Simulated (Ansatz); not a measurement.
## simple cubic against fcc along the lanthanides

All numbers below come from DFT, revPBE, plane waves (420 eV) with PAW, scalar-relativistic (Ansatz). (PAW data from PBE, frozen cores regenerated.)

Each structure is relaxed within its symmetry, in the lowest magnetic state of the tried starts. Differences under about 8 meV lie within the error of the k-point mesh.

Semilocal functionals delocalise ytterbium's f shell and shrink the cell.

| element | E(simple cubic) − E(fcc) (meV/atom) | V(simple cubic) (Å³/atom) | V(fcc) (Å³/atom) | state of simple cubic | state of fcc |
| --- | --- | --- | --- | --- | --- |
| La | 511 | 38.19 | 38.66 | spin not included | spin not included |
| Yb | 507 | 42.26 | 37.87 | spin not included | non-magnetic |
| Lu | ? | ? | ? | ? | ? |

(1) Fill in the row of Lu.

Results:

(1) E(simple cubic) − E(fcc) (meV/atom): 805; V(simple cubic) (Å³/atom): 34.36; V(fcc) (Å³/atom): 30.18; state of simple cubic: spin not included; state of fcc: spin not included.
